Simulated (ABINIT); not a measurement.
The system is Ga.

```
Ga
1.0
     1.45000   -4.06500    0.00000
     1.45000    4.06500    0.00000
     0.00000    0.00000    3.17000
Ga
2
Direct
  0.13300 0.86700 0.75000
  0.86700 0.13300 0.25000
```

This isn't the form of Ga at room conditions, which is orthorhombic.

```yaml
Program: ABINIT 10.8.3 (patched build)
Task: relaxation of cell and atoms
Functional: PBE
Dispersion: D3(BJ)
Potentials_or_basis: JTH PAW PBE v2.0
Cutoff: 463 eV
k_mesh: 8 × 8 × 6
Occupations: fermi-dirac, width 0.05 eV
Spin: no spin polarisation
```

At the start: pressure -0.4 GPa; volume 18.68 Å³/atom.

Question: How do energy, volume and symmetry change on relaxing?

Answer: Over 19 steps the energy falls by 20.5 meV/atom and the volume is 18.28 Å³/atom (-2.1 %); space group Cmcm (No. 63, to 0.05 Å).

The path:
```tsv
step	energy change (eV)	largest force (eV/Å)	pressure (GPa)	volume (Å³)
1	0.0000	0.1374	-0.44	37.37
2	-0.0028	0.1097	-0.38	37.32
3	0.0227	0.3817	-0.51	37.75
4	5.2320	0.2713	89.81	29.96
5	0.0124	0.2725	-0.75	37.76
6	0.0079	0.2106	-0.82	37.72
7	0.0006	0.0432	-0.64	37.48
8	-0.0144	0.2578	0.03	36.97
9	-0.0162	0.2663	0.07	36.94
10	-0.0288	0.0894	-0.40	36.98
11	-0.0318	0.0292	-0.78	37.20
12	-0.0327	0.0275	-0.65	37.11
13	-0.0375	0.0350	0.46	36.35
14	-0.0397	0.0109	0.84	36.08
15	-0.0405	0.0253	0.41	36.34
16	-0.0406	0.0331	0.17	36.47
17	-0.0408	0.0301	0.18	36.47
18	-0.0411	0.0101	0.09	36.53
19	-0.0411	0.0022	0.02	36.57
```

Final structure:
```
Ga
1.0
     1.35367   -4.01522    0.00000
     1.35367    4.01522    0.00000
     0.00000    0.00000    3.36407
Ga
2
Direct
  0.13289 0.86711 0.75000
  0.86711 0.13289 0.25000
```

Caveat: pairwise dispersion overbinds metals, which lowers pressure and volume; the atomic spheres overlap.
